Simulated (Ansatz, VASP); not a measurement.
BiTe in VASP and in Ansatz

```
Bi Te
1.0
     0.00000    3.23500    3.17030
     3.23500    0.00000    3.17030
     3.23500    3.23500    0.00000
Bi Te
1 1
Direct
  0.00000 0.00000 0.00000
  0.50000 0.50000 0.50000
```

Change from the starting cell: strain = -0.02.

Alike in both runs: task single point; functional PBE; k mesh 7 × 7 × 7; occupations fermi-dirac, width 0.05 eV; no spin polarisation.

```csv
,VASP,Ansatz
version,VASP 6.6.1,Ansatz 0.2.0
potentials or method,"VASP PAW PBE potentials, release 64 (Bi_d, Te)",Ansatz PAW
plane-wave cutoff (eV),520,420
valence electrons in the cell,21,31
```

|  | VASP | Ansatz | Ansatz less VASP |
| --- | --- | --- | --- |
| gap on the k mesh at the Fermi level (eV) | none | none | - |
| pressure (GPa) | 1.9 | 2.0 | +0.07 |
| largest component of the traceless stress (GPa) | 0.79 | 0.80 | +0.006 |

A gap of «none» marks a metal or a gap that the smearing closes. The two sets of potentials don't hold the same shells in valence.

Caveats: spin-orbit coupling is left out, which moves the levels of the heavy elements.
